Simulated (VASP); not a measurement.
# KBr (Cmmm) in VASP: notebook

One crystal, KBr, is run at these levels: LDA; tasks: single point.

Everything below comes from runs of VASP 6.6.1. Logs are shortened: lines on timing, memory, paths and dates and some standing lists are left out, and cuts for length are marked.

**1. The cell of the first run**

Symmetry: Cmmm, No. 65, orthorhombic system. Conventional cell: a = 5.611 Å, b = 5.826 Å, c = 4.043 Å, α = 90.00°, β = 90.00°, γ = 90.00°. K (site symmetry mmm) is surrounded by 8 Br at 3.46 to 3.55 Å. Br (site symmetry mmm) has 8 K at 3.46 to 3.55 Å as nearest neighbours.

The cell comes from a database or a generator and needn't be the stable form of this composition.

**2. Single point, LDA (strain +0.0375 x Voigt [0, 0, 0, 0, 0, 1], atoms carried along)**

Contents of INCAR:

```
ALGO = Fast
EDIFF = 1E-7
ENCUT = 520
GGA = CA
ISIF = 2
ISMEAR = 0
LASPH = T
LCHARG = F
LREAL = F
LWAVE = F
NBANDS = 15
NELM = 100
PREC = Accurate
SIGMA = 0.05
```

Contents of KPOINTS:

```
k-points
0
Gamma
  6 6 6
```

Contents of POSCAR:

```
KBr
1.0
    4.0434990000      0.0758156062      0.0000000000
    0.0758156062      4.0434990000      0.0000000000
    0.0000000000      0.0000000000      4.0434990000
K Br
1 1
Direct
    0.0000000000      0.0000000000      0.0000000000
    0.5000000000      0.5000000000      0.5000000000
```

Potentials or basis: VASP PAW LDA potentials, release 64 (K_sv, Br).

The run is started by

```sh
> cat potpaw_LDA.64/K_sv/POTCAR potpaw_LDA.64/Br/POTCAR > POTCAR
> mpirun -np 1 vasp_std > vasp.out
```

OUTCAR:

```text
EDIFF = 1E-7
   ENCUT = 520
   GGA = CA
   ISIF = 2
   ISMEAR = 0
   LASPH = T
   LREAL = F
   NELM = 100
   PREC = Accurate

 ion  position               nearest neighbor table
   1  0.000  0.000  0.000-
   2  0.500  0.500  0.500-

  LATTYP: Found a base centered orthorhombic cell.
 ALAT       =     5.6111516667
 B/A-ratio  =     1.0382165605
 C/A-ratio  =     0.7206183757

  Lattice vectors:

 A1 = (  -0.0758156062,  -4.0434990000,   0.0000000000)
 A2 = (   4.0434990000,   0.0758156062,   0.0000000000)
 A3 = (   0.0000000000,   0.0000000000,   4.0434990000)

Analysis of symmetry for initial positions (statically):
=====================================================================
 Subroutine PRICEL returns:
 Original cell was already a primitive cell.

 Routine SETGRP: Setting up the symmetry group for a
 base centered orthorhombic supercell.

 Subroutine GETGRP returns: Found  8 space group operations
 (whereof  8 operations were pure point group operations)
 out of a pool of  8 trial point group operations.

The static configuration has the point symmetry D_2h.

Analysis of symmetry for dynamics (positions and initial velocities):
=====================================================================
 Subroutine PRICEL returns:
 Original cell was already a primitive cell.

 Routine SETGRP: Setting up the symmetry group for a
 base centered orthorhombic supercell.

 Subroutine GETGRP returns: Found  8 space group operations
 (whereof  8 operations were pure point group operations)
 out of a pool of  8 trial point group operations.

The dynamic configuration has the point symmetry D_2h.

 Subroutine INISYM returns: Found  8 space group operations
 (whereof  8 operations are pure point group operations),
 and found     1 'primitive' translations

----------------------------------------------------------------------------------------

                                     Primitive cell

  volume of cell :      66.0875

  direct lattice vectors                    reciprocal lattice vectors
     4.043499000  0.075815606  0.000000000     0.247397535 -0.004638704  0.000000000
     0.075815606  4.043499000  0.000000000    -0.004638704  0.247397535  0.000000000
     0.000000000  0.000000000  4.043499000     0.000000000  0.000000000  0.247310559

  length of vectors
     4.044209709  4.044209709  4.043499000     0.247441019  0.247441019  0.247310559

  position of ions in fractional coordinates (direct lattice)
     0.000000000  0.000000000  0.000000000
     0.500000000  0.500000000  0.500000000

  ion indices of the primitive-cell ions
   primitive index   ion index
                 1           1
                 2           2

----------------------------------------------------------------------------------------

 KPOINTS: k-points

Automatic generation of k-mesh.
 Grid dimensions read from file:
 generate k-points for:    6    6    6

 Generating k-lattice:

  Cartesian coordinates                     Fractional coordinates (reciprocal lattice)
     0.041232923 -0.000773117  0.000000000     0.166666667 -0.000000000  0.000000000
    -0.000773117  0.041232923  0.000000000    -0.000000000  0.166666667  0.000000000
     0.000000000  0.000000000  0.041218427     0.000000000  0.000000000  0.166666667

  Length of vectors
     0.041240170  0.041240170  0.041218427

  Shift w.r.t. Gamma in fractional coordinates (k-lattice)
     0.000000000  0.000000000  0.000000000

 Subroutine IBZKPT returns following result:
 ===========================================

 Found     52 irreducible k-points:

 Following reciprocal coordinates:
            Coordinates               Weight
  0.000000  0.000000  0.000000      1.000000
  0.166667  0.000000  0.000000      4.000000
  0.333333  0.000000  0.000000      4.000000
  0.500000  0.000000  0.000000      2.000000
  0.166667  0.166667  0.000000      2.000000
  0.333333  0.166667  0.000000      4.000000
[... 16 lines left out ...]
  0.333333  0.333333  0.166667      4.000000
  0.500000  0.333333  0.166667      8.000000
 [... further k-points ...]
   k-points           NKPTS =     52   k-points in BZ     NKDIM =     52   number of bands    NBANDS=     15
   number of dos      NEDOS =    301   number of ions     NIONS =      2
   total plane-waves  NPLWV =  27000
   dimension x,y,z NGX =    30 NGY =   30 NGZ =   30
   dimension x,y,z NGXF=    60 NGYF=   60 NGZF=   60
   ions per type =               1   1
   NGX,Y,Z   is equivalent  to a cutoff of  12.33, 12.33, 12.33 a.u.
   NGXF,Y,Z  is equivalent  to a cutoff of  24.66, 24.66, 24.67 a.u.
 SYSTEM =  unknown system
   PREC   = accura    normal or accurate (medium, high low for compatibility)
   ISTART =      0    job   : 0-new  1-cont  2-samecut
   ICHARG =      2    charge: 1-file 2-atom 10-const
   ISPIN  =      1    spin polarized calculation?
   LNONCOLLINEAR =      F non collinear calculations
   LSORBIT =      F    spin-orbit coupling
   LASPH  =      T    aspherical Exc in radial PAW
   ENCUT  =  520.0 eV  38.22 Ry    6.18 a.u.   7.52  7.52  7.52*2*pi/ulx,y,z
   NELM   =    100;   NELMIN=  2; NELMDL= -5     # of ELM steps
   EDIFF  = 0.1E-06   stopping-criterion for ELM
   LREAL  =      F    real-space projection
   EDIFFG = 0.1E-05   stopping-criterion for IOM
   NSW    =      0    number of steps for IOM
   IBRION =     -1    ionic relax: 0-MD 1-quasi-New 2-CG
   NFREE  =      0    steps in history (QN), initial steepest desc. (CG)
   ISIF   =      2    stress and relaxation
   ISYM   =      2    0-nonsym 1-usesym 2-fastsym
   POTIM  = 0.5000    time-step for ionic-motion
   TEBEG  =    0.0;   TEEND  =   0.0 temperature during run
   PSTRESS=    0.0 pullay stress
   NELECT =      16.0000    total number of electrons
   NUPDOWN=      -1.0000    fix difference up-down
   EMIN   =  10.00;   EMAX   =-10.00  energy-range for DOS
   EFERMI =   0.00;   METHOD = LEGACY
   ISMEAR =     0;   SIGMA  =   0.05  broadening in eV -4-tet -1-fermi 0-gaus
   EFERMI_NEDOS =   21; number of points for ismear=-14 and -15
   IALGO  =     68    algorithm
   IMIX   =      4    mixing-type and parameters
     AMIX     =   0.40;   BMIX     =  1.00
     AMIX_MAG =   1.60;   BMIX_MAG =  1.00
  volume/ion in A,a.u.               =      33.04       222.99
  Fermi-wavevector in a.u.,A,eV,Ry     =   1.020333  1.928149 14.164732  1.041078
  Thomas-Fermi vector in A             =   2.153896
   LORBIT       =      0    0 simple, 1 ext, 2 COOP (PROOUT), +10 PAW based schemes
   GGA     = CA    functional components
   LHFCALC =     F    Hartree Fock is set to
   AEXX    =    0.0000 exact exchange contribution
   IVDW    =     0    specifies the selected vdW correction
   LEPSILON=     F    determine dielectric tensor
   LRPA    =     F    only Hartree local field effects (RPA)
 non-spin polarized calculation
 RMM-DIIS sequential band-by-band and
 Gauss-broadening in eV      SIGMA  =   0.05
  energy-cutoff  :      520.00
  volume of cell :       66.09
 maximum number of plane-waves:      1799
   NGX = 15   NGY = 15   NGZ = 15

 number of electron      15.9999999 magnetization

 Free energy of the ion-electron system (eV)
  ---------------------------------------------------
  ext. energy  EPLUGINS =         0.00000000
  ---------------------------------------------------
  free energy    TOTEN  =        -6.68455879 eV

  energy without entropy =       -6.68455879  energy(sigma->0) =       -6.68455879

 E-fermi :  -0.6117     XC(G=0):  -8.3178

 val. band max:       -0.9282360680   @ k =   0.5000   0.5000   0.0000
 cond. band min:       2.5571534569   @ k =   0.0000   0.0000   0.0000
 fundamental gap:      3.4853895248
 Fermi energy:        -0.6116769570

 k-point     1 :       0.0000    0.0000    0.0000
  band No.  band energies     occupation
      1     -29.1965      2.00000
      2     -13.7380      2.00000
      3     -12.8554      2.00000
      4     -12.8544      2.00000
      5     -12.8542      2.00000
      6      -1.2221      2.00000
      7      -1.1966      2.00000
      8      -1.1685      2.00000
      9       2.5572      0.00000
     10       4.6525      0.00000
     11       4.6614      0.00000
     12       8.4845      0.00000
     13       8.5600      0.00000
     14       8.6835      0.00000
     15      11.3039      0.00000

 k-point     2 :       0.1667    0.0000    0.0000
  band No.  band energies     occupation
      1     -29.1938      2.00000
      2     -13.7738      2.00000
      3     -12.8505      2.00000
      4     -12.8492      2.00000
      5     -12.8149      2.00000
      6      -1.7712      2.00000
      7      -1.1906      2.00000
      8      -1.1887      2.00000
      9       3.2003      0.00000
     10       4.8668      0.00000
     11       5.2185      0.00000
     12       8.4728      0.00000
     13       8.4735      0.00000
     14       8.7169      0.00000
     15      10.3077      0.00000

 k-point     3 :       0.3333    0.0000    0.0000
  band No.  band energies     occupation
      1     -29.1882      2.00000
      2     -13.8442      2.00000
      3     -12.8422      2.00000
      4     -12.8387      2.00000
      5     -12.7326      2.00000
      6      -2.6092      2.00000
      7      -1.1792      2.00000
      8      -1.1792      2.00000
      9       4.3942      0.00000
     10       5.4544      0.00000
     11       6.2402      0.00000
     12       8.4043      0.00000
     13       8.4496      0.00000
     14       8.7321      0.00000
     15       8.9573      0.00000
[... 343 lines left out ...]
 k-point    23 :       0.3333    0.3333    0.1667
  band No.  band energies     occupation
      1     -29.1779      2.00000
      2     -13.6228      2.00000
      3     -12.9568      2.00000
      4     -12.8898      2.00000
      5     -12.8294      2.00000
      6      -2.2693      2.00000
      7      -2.1053      2.00000
      8      -1.4580      2.00000
      9       5.0236      0.00000
     10       5.9796      0.00000
     11       6.7510      0.00000
     12       6.7728      0.00000
     13       7.8670      0.00000
     14       7.9784      0.00000
     15      10.0567      0.00000

 k-point    24 :       0.5000    0.3333    0.1667
  band No.  band energies     occupation
      1     -29.1752      2.00000
      2     -13.5768      2.00000
      3     -12.9602      2.00000
      4     -12.9079      2.00000
      5     -12.8589      2.00000
      6      -2.4790      2.00000
      7      -2.0985      2.00000
      8      -1.4100      2.00000
      9       4.7848      0.00000
     10       6.1041      0.00000
     11       6.5078      0.00000
     12       7.0500      0.00000
     13       8.1337      0.00000
     14       8.4009      0.00000
     15       9.9262      0.00000

 [... further k-points ...]
[... 5 lines left out ...]
  --------------------------------------------------------------------------------------
  -------------------------------------------------------------------------------------
  Total       -1.0637922     -1.0637922     -1.0645396     -0.0188690      0.0000000      0.0000000
  in kB      -25.7898052    -25.7898052    -25.8079253     -0.4574456      0.0000000      0.0000000
  external PRESSURE =     -25.7958452 kB  Pullay stress =       0.0000000 kB

 VOLUME and BASIS-vectors are now :
 -----------------------------------------------------------------------------
  energy-cutoff  :      520.00
  volume of cell :       66.09
      direct lattice vectors                 reciprocal lattice vectors
     4.043499000  0.075815606  0.000000000     0.247397535 -0.004638704  0.000000000
     0.075815606  4.043499000  0.000000000    -0.004638704  0.247397535  0.000000000
     0.000000000  0.000000000  4.043499000     0.000000000  0.000000000  0.247310559

 POSITION                                       TOTAL-FORCE (eV/Angst)
 -----------------------------------------------------------------------------------
      0.00000      0.00000      0.00000        -0.000000     -0.000000      0.000000
      2.05966      2.05966      2.02175         0.000000      0.000000      0.000000
 -----------------------------------------------------------------------------------
    total drift:                                0.000000      0.000000     -0.000000

  FREE ENERGIE OF THE ION-ELECTRON SYSTEM (eV)
  ---------------------------------------------------
  free  energy   TOTEN  =        -6.6845587939 eV

  energy  without entropy=       -6.6845587939  energy(sigma->0) =       -6.68455879
```

Run time: 40 s. Hardware: 1 thread of Intel Xeon Platinum 8488C (Sapphire Rapids), shared host; peak memory 0.17 GiB.

Results:

- Free energy: -6.6846 eV
- Pressure: -2.6 GPa
- Band gap on the k mesh: 3.49 eV, indirect (least direct gap 3.73 eV)

**3. Single point, LDA (strain +0.0075 x Voigt [0, 0, 0, 0, 0, 1], atoms carried along)**

Contents of INCAR:

```
SYSTEM = KBr
PREC = Accurate
ENCUT = 520
EDIFF = 1E-6
ISMEAR = 0
SIGMA = 0.05
LREAL = .False.
LASPH = .True.
NELM = 100
ALGO = Normal
ISIF = 2
LWAVE = .False.
LCHARG = .False.
GGA = CA
NBANDS = 15
```

Contents of KPOINTS:

```
regular mesh
0
Gamma
  6 6 6
  0 0 0
```

Contents of POSCAR:

```
KBr
1.0
    4.0434990000      0.0151631212      0.0000000000
    0.0151631212      4.0434990000      0.0000000000
    0.0000000000      0.0000000000      4.0434990000
K Br
1 1
Direct
    0.0000000000      0.0000000000      0.0000000000
    0.5000000000      0.5000000000      0.5000000000
```

Potentials or basis: VASP PAW LDA potentials, release 64 (K_sv, Br).

The run is started by

```sh
> cat potpaw_LDA.64/K_sv/POTCAR potpaw_LDA.64/Br/POTCAR > POTCAR
> mpirun -np 1 vasp_std > vasp.out
```

OUTCAR:

```text
SYSTEM = KBr
   PREC = Accurate
   ENCUT = 520
   EDIFF = 1E-6
   ISMEAR = 0
   LREAL = .False.
   LASPH = .True.
   NELM = 100
   ISIF = 2
   GGA = CA

 ion  position               nearest neighbor table
   1  0.000  0.000  0.000-
   2  0.500  0.500  0.500-

  LATTYP: Found a base centered orthorhombic cell.
 ALAT       =     5.6969272336
 B/A-ratio  =     1.0075282308
 C/A-ratio  =     0.7097684127

  Lattice vectors:

 A1 = (  -0.0151631212,  -4.0434990000,   0.0000000000)
 A2 = (   4.0434990000,   0.0151631212,   0.0000000000)
 A3 = (   0.0000000000,   0.0000000000,   4.0434990000)

Analysis of symmetry for initial positions (statically):
=====================================================================
 Subroutine PRICEL returns:
 Original cell was already a primitive cell.

 Routine SETGRP: Setting up the symmetry group for a
 base centered orthorhombic supercell.

 Subroutine GETGRP returns: Found  8 space group operations
 (whereof  8 operations were pure point group operations)
 out of a pool of  8 trial point group operations.

The static configuration has the point symmetry D_2h.

Analysis of symmetry for dynamics (positions and initial velocities):
[... 167 lines left out ...]
 k-point     1 :       0.0000    0.0000    0.0000
  band No.  band energies     occupation
      1     -29.2009      2.00000
      2     -13.7377      2.00000
      3     -12.8587      2.00000
      4     -12.8585      2.00000
      5     -12.8584      2.00000
      6      -1.2015      2.00000
      7      -1.1961      2.00000
      8      -1.1907      2.00000
      9       2.5545      0.00000
     10       4.6527      0.00000
     11       4.6531      0.00000
     12       8.5617      0.00000
     13       8.5807      0.00000
     14       8.6016      0.00000
[... 401 lines left out ...]
      2     -13.5752      2.00000
      3     -12.9615      2.00000
      4     -12.9126      2.00000
      5     -12.8660      2.00000
      6      -2.4795      2.00000
      7      -2.0997      2.00000
      8      -1.4090      2.00000
      9       4.7788      0.00000
     10       6.1000      0.00000
     11       6.5148      0.00000
     12       7.0377      0.00000
     13       8.1729      0.00000
     14       8.3609      0.00000
     15       9.9224      0.00000

 [... further k-points ...]
[... 5 lines left out ...]
  --------------------------------------------------------------------------------------
  -------------------------------------------------------------------------------------
  Total       -1.0760810     -1.0760810     -1.0760230     -0.0036633      0.0000000      0.0000000
  in kB      -26.0789222    -26.0789222    -26.0775173     -0.0887810      0.0000000      0.0000000
  external PRESSURE =     -26.0784539 kB  Pullay stress =       0.0000000 kB

 VOLUME and BASIS-vectors are now :
 -----------------------------------------------------------------------------
  energy-cutoff  :      520.00
  volume of cell :       66.11
      direct lattice vectors                 reciprocal lattice vectors
     4.043499000  0.015163121  0.000000000     0.247314037 -0.000927428  0.000000000
     0.015163121  4.043499000  0.000000000    -0.000927428  0.247314037  0.000000000
     0.000000000  0.000000000  4.043499000     0.000000000  0.000000000  0.247310559

 POSITION                                       TOTAL-FORCE (eV/Angst)
 -----------------------------------------------------------------------------------
      0.00000      0.00000      0.00000         0.000000      0.000000      0.000000
      2.02933      2.02933      2.02175        -0.000000      0.000000      0.000000
 -----------------------------------------------------------------------------------
    total drift:                                0.000000      0.000000     -0.000000

  FREE ENERGIE OF THE ION-ELECTRON SYSTEM (eV)
  ---------------------------------------------------
  free  energy   TOTEN  =        -6.6845291104 eV

  energy  without entropy=       -6.6845291104  energy(sigma->0) =       -6.68452911
```

OSZICAR:

```text
N       E                     dE             d eps       ncg     rms          rms(c)
DAV:   1     0.101652128610E+03    0.10165E+03   -0.68902E+03  1560   0.948E+02
DAV:   2    -0.662983185212E+00   -0.10232E+03   -0.94016E+02  1994   0.243E+02
DAV:   3    -0.667731050110E+01   -0.60143E+01   -0.59823E+01  2183   0.502E+01
DAV:   4    -0.689138762936E+01   -0.21408E+00   -0.21404E+00  2295   0.885E+00
DAV:   5    -0.689355882650E+01   -0.21712E-02   -0.21712E-02  2226   0.933E-01    0.269E+00
DAV:   6    -0.672186806082E+01    0.17169E+00   -0.13347E-01  1924   0.219E+00    0.204E+00
DAV:   7    -0.668678824502E+01    0.35080E-01   -0.60956E-02  2064   0.162E+00    0.104E+00
DAV:   8    -0.668461549885E+01    0.21727E-02   -0.12235E-02  2112   0.775E-01    0.152E-01
DAV:   9    -0.668451083353E+01    0.10467E-03   -0.63780E-04  2151   0.159E-01    0.630E-02
DAV:  10    -0.668453080408E+01   -0.19971E-04   -0.94162E-05  1862   0.801E-02    0.194E-02
DAV:  11    -0.668452965728E+01    0.11468E-05   -0.30412E-06  2183   0.111E-02    0.110E-02
DAV:  12    -0.668452911036E+01    0.54692E-06   -0.25380E-06  1854   0.111E-02
   1 F= -.66845291E+01 E0= -.66845291E+01  d E =-.240763E-19
```

stdout:

```text
POSCAR found type information on POSCAR K Br
 POSCAR found :  2 types and       2 ions
 scaLAPACK will be used
 LDA part: xc-table for (Slater(with rela. corr.)+CA(PZ))
 , standard interpolation
 POSCAR, INCAR and KPOINTS ok, starting setup
 FFT: planning ... GRIDC
 FFT: planning ... GRID_SOFT
 FFT: planning ... GRID
 WAVECAR not read
 entering main loop
```

Run time: 28 s. Hardware: 1 thread of Intel Xeon Platinum 8488C (Sapphire Rapids), shared host; peak memory 0.17 GiB.

What came out:

```yaml
Free_energy: -6.6845 eV
Pressure: -2.6 GPa
Band_gap_on_the_k_mesh: 3.48 eV, indirect (least direct gap 3.75 eV)
```

Levels at points of the mesh, in eV from the valence-band top:
```csv
k point,band 6,band 7,band 8,band 9,band 10,band 11
"(0.00, 0.00, 0.00)",-0.27,-0.27,-0.26,3.48,5.58,5.58
"(0.50, 0.00, 0.00)",-2.02,-0.24,-0.24,6.15,6.89,7.36
"(0.50, 0.50, 0.00)",-1.43,-1.42,0.00,4.90,6.23,7.85
"(0.00, 0.00, 0.50)",-2.02,-0.26,-0.23,6.15,6.89,7.35
"(0.50, 0.00, 0.50)",-1.42,-1.42,0.00,4.90,6.23,7.85
"(0.50, 0.50, 0.50)",-1.47,-1.46,-1.46,7.07,7.11,7.14
```

A k mesh can miss the band edges.
